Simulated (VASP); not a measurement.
Runs of VASP 6.6.1 on Te. The structure is trigonal, space group P3_121 (No. 152). The conventional cell has a = 4.454 Å, b = 4.454 Å, c = 5.924 Å, α = 90.00°, β = 90.00°, γ = 120.00°. Te (site symmetry 2) is surrounded by 2 Te at 2.86 Å. 

```csv
task,cell,gap on the mesh (eV),pressure (GPa),largest force (eV/Å)
relaxation of shape and atoms at fixed volume,atoms relaxed at fixed volume from: a relaxed cell with its volume scaled by 0.98,0.46,0.3,-
relaxation of shape and atoms at fixed volume,atoms relaxed at fixed volume from: a relaxed cell with its volume scaled by 1.04,0.65,-0.4,0.01
relaxation of cell and atoms,relaxed,0.53,0.0,-
relaxation of shape and atoms at fixed volume,atoms relaxed at fixed volume,0.53,0.0,-
relaxation of shape and atoms at fixed volume,atoms relaxed at fixed volume from: a relaxed cell with its volume scaled by 1.02,0.60,-0.3,0.01
relaxation of shape and atoms at fixed volume,atoms relaxed at fixed volume from: a relaxed cell with its volume scaled by 0.94,(a),1.0,0.01
relaxation of shape and atoms at fixed volume,atoms relaxed at fixed volume from: a relaxed cell with its volume scaled by 1.06,(b),-0.6,-
```

Alike in all rows: level r2SCAN; potentials or basis VASP PAW PBE potentials, release 64 (Te); no spin polarisation; k mesh 9 × 9 × 6; cutoff (eV) 600; smearing gaussian 0.03 eV.

Task: Fill in the values left out.

Result: (a) 0.32; (b) 0.69.

Caveats: the PAW data sets were made with another functional, which shifts forces and pressure a little; spin-orbit coupling is left out, which moves the levels of the heavy elements; an odd mesh through Γ misses points on the zone boundary, where band edges often lie; the relaxation stopped at its first step, so nothing moved (some runs).

A k mesh can miss the band edges, and the runs leave out spin-orbit coupling on Te.
